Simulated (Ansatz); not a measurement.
MgO (CsCl type), relaxed with r2SCAN in the plane-wave code Ansatz: it is cubic, Pm-3m (No. 221); conventional cell a = 2.623 Å, 9.03 Å³ an atom. Around Mg lie 8 O at 2.27 Å; around O lie 8 Mg at 2.27 Å. The primitive cell holds 2 atoms in 18.05 Å³. Note: simulated data, non-magnetic, for a generated structure that need not be the stable one.

Computed values: HSE06 (6×6×6) gives a least gap of 4.20 eV and a least direct gap of 5.29 eV. In PBE's bands the lowest conduction level rises by 0.181 eV from Γ to the point 0.1198 1/Å along Γ–X; the direct gap at Γ is 3.66 eV. r2SCAN's ε∞ is 3.40.

(1) What is the density?

(2) At what wavelength does absorption set in by HSE06, excitons left aside?

(3) Estimate the electron mass at Γ from the rise of PBE's conduction level.

(4) What refractive index and reflectivity at normal incidence follow, below the gap and above the phonons?

Results:

(1) The cell holds 1 Mg, 1 O: M = 1×24.305 + 1×15.999 = 40.30 u in V = 18.05 Å³. ρ = 1.66054 × M/V = 1.66054 × 40.30/18.05 = 3.707 g/cm³, for the static r2SCAN lattice.

(2) λ = 1239.84 eV nm/E: 295 nm for the least gap, where it needs phonons and is weak, and 234 nm for direct transitions. That lies in the ultraviolet, so by this gap the crystal is transparent to visible light.

(3) A parabola gives m*/mₑ = (ħ²/2mₑ) k²/ΔE = 3.810 × 0.1198²/0.181 = 0.302. The band flattens away from Γ; with E(1 + E/E_g) = ħ²k²/2m* the mass at the edge is 0.302/(1 + 0.181/3.66) = 0.288 (1/E_g is only a rough value for the bending). It is PBE's mass, and a gap that is too small makes it too light.

(4) n = √3.40 = 1.844; R = ((n − 1)/(n + 1))² = (0.844/2.844)² = 8.8 % a face.

The meshes of the hybrids are coarse, so their gaps aren't converged to the digits shown.
